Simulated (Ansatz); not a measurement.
Runs of Ansatz 0.2.0 on SnTe. The structure is cubic, space group Pm-3m (No. 221). The conventional cell has a = 3.905 Å, b = 3.905 Å, c = 3.905 Å, α = 90.00°, β = 90.00°, γ = 90.00°. Te (site symmetry m-3m) is surrounded by 8 Sn at 3.38 Å. Sn (site symmetry m-3m) has 8 Te at 3.38 Å as nearest neighbours. Measurements of this composition are mostly on another form, of space group No. 225.

```tsv
task	level	spin	cell	k mesh	cutoff (eV)	points for each segment of the path	gap on the mesh (eV)	pressure (GPa)	relaxed volume (Å³/atom)
relaxation of cell and atoms	revPBE+D3(BJ)	off	relaxed	7 × 7 × 7	420	-	none	0.0	(a)
relaxation of cell and atoms	revPBE+D4	off	relaxed	7 × 7 × 7	420	-	none	0.0	27.11
relaxation of cell and atoms	RPBE+D4	off	relaxed	7 × 7 × 7	420	-	none	0.0	26.96
band structure	r2SCAN	SOC, no magnetisation	as given	5 × 5 × 5	500	14	none	-0.9	-
```

Alike in all rows: potentials or basis Ansatz PAW; smearing fermi-dirac 0.05 eV.

Question: Estimate the missing entries.

Answer: (a) 26.69.

Caveats: the PAW data sets come from PBE, with cores solved anew for the run's functional, which leaves a small shift of forces and pressure; the plane-wave basis is chosen anew once the cell has moved, so the energies of steps on either side of that aren't comparable (some runs); pairwise dispersion overbinds metals, which lowers pressure and volume (some runs).

A k mesh can miss the band edges, and rows without SOC leave out spin-orbit coupling on Sn, Te.

A gap of «none» marks a metal or a gap under the smearing width.

Runs at the PBE level aren't shown here.
